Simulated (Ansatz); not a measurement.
BeTe₂ and its competing phases

The calculation used DFT PBE, scalar-relativistic, plane waves, PAW (Ansatz 0.2.0). All cells share a 420 eV cutoff and Γ-centred k meshes spaced about 0.3 Å⁻¹ or finer (0.25 for metals, 2π included). No spin polarisation.

The zero of energy is the elements' standard structures at the same level; no fitted shifts are applied.

All energies are static (0 K, no zero-point motion). No dispersion correction is applied, so the spacing and binding between layers, chains or molecules are poorly described (BeTe2 Ibam). These runs have no spin–orbit coupling, which can matter for Te. The reference form of Te is held partly by dispersion forces, which this level lacks.

The competitors are the elements and 1 reference phase of this chemical system (from databases or known types: BeTe), relaxed at the same level; other known phases may be missing.

The candidate was reached from: a cell proposed by chemical analogy.

```
Be Te
1.0
    -2.30032    5.00066    3.40112
     2.30032   -5.00066    3.40112
     2.30032    5.00066   -3.40112
Be Te
2 4
Direct
  0.75000 0.75000 0.00000
  0.25000 0.25000 0.00000
  0.38534 0.80588 0.19122
  0.88535 0.69412 0.57947
  0.11466 0.30588 0.42053
  0.61465 0.19412 0.80878
```

The lowest competing mixture at this composition:

```tsv
phase	space group	source	share of atoms	ΔE_f (eV/atom)
Te	-	element	0.3333	0.000
BeTe	F-43m (No. 216)	COD	0.6667	-0.361
```

Problem. What are the hull's energy here, the candidate's formation energy and its margin?

Solution. The hull lies at -0.241 eV/atom, the weighted sum of the last column. The candidate has -0.126 eV/atom, which is 115 meV/atom above it (114 meV/atom from unrounded values). The candidate matches no cell in the subsets of the Crystallography Open Database and the Materials Project at hand. It is metastable at best. Phonons aren't part of this comparison. It holds Te–Te pairs (shortest 2.91 Å).
